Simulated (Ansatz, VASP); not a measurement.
# Two plane-wave programs on Os

The input INCAR:

```
PREC = Accurate
ENCUT = 600
EDIFF = 1E-7
ISMEAR = 0
SIGMA = 0.1
LREAL = F
LASPH = T
NELM = 100
ALGO = Normal
ISIF = 3
LWAVE = F
LCHARG = F
GGA = PS
IBRION = 2
NSW = 100
EDIFFG = -0.01
```

Contents of KPOINTS:

```
Automatic mesh
0
Gamma
  28 28 28
```

The input POSCAR:

```
Os
1.0
   -1.3564846360      1.3564846360      1.8960362474
    1.3564846360     -1.3564846360      1.8960362474
    1.3564846360      1.3564846360     -1.8960362474
Os
1
Direct
    0.0000000000      0.0000000000      0.0000000000
```

Input for Ansatz:

```yaml
crystal:
  lattice:
    - [-1.356484636, 1.356484636, 1.8960362474]
    - [1.356484636, -1.356484636, 1.8960362474]
    - [1.356484636, 1.356484636, -1.8960362474]
  atoms:
    - { symbol: Os, position: [0.0, 0.0, 0.0] }
basis:
  ecutwfc: 420
kpoints:
  mp_grid: { grid: [28, 28, 28] }
hamiltonian:
  xc: pbesol
scf:
  occupations: { method: gaussian, width: 0.1 }
output:
  forces: true
  stress: true
  eigenvalues: true
relax:
  adjacent_minimum: "off"
  f_tol: 0.01
  max_steps: 80
  cell: { stress_tol: 0.05 }
```

Alike in both runs: task relaxation of cell and atoms; functional PBEsol; k mesh 28 × 28 × 28; occupations gaussian, width 0.1 eV; no spin polarisation.

```csv
,VASP,Ansatz
version,VASP 6.6.1,Ansatz 0.2.0
potentials or method,"VASP PAW PBE potentials, release 64 (Os)","scalar-relativistic, plane waves, PAW"
plane-wave cutoff (eV),600,420
valence electrons in the cell,8,16
```

```tsv
	VASP	Ansatz	Ansatz less VASP
gap on the k mesh at the Fermi level, each at its own relaxed structure (eV)	none	none	-
relaxed volume (Å³/atom)	13.96	13.94	-0.021
relaxed cell length with the largest relative difference (Å)	2.703	2.701	-0.0013
energy change over the relaxation (meV/atom)	-1	-1	0.0
```

A gap of «none» marks a metal or a gap that the smearing closes. The two sets of potentials don't hold the same shells in valence.

Caveats: the PAW data sets were made with another functional, which shifts forces and pressure a little (VASP). Spin-orbit coupling is left out, which matters for the levels of Os.
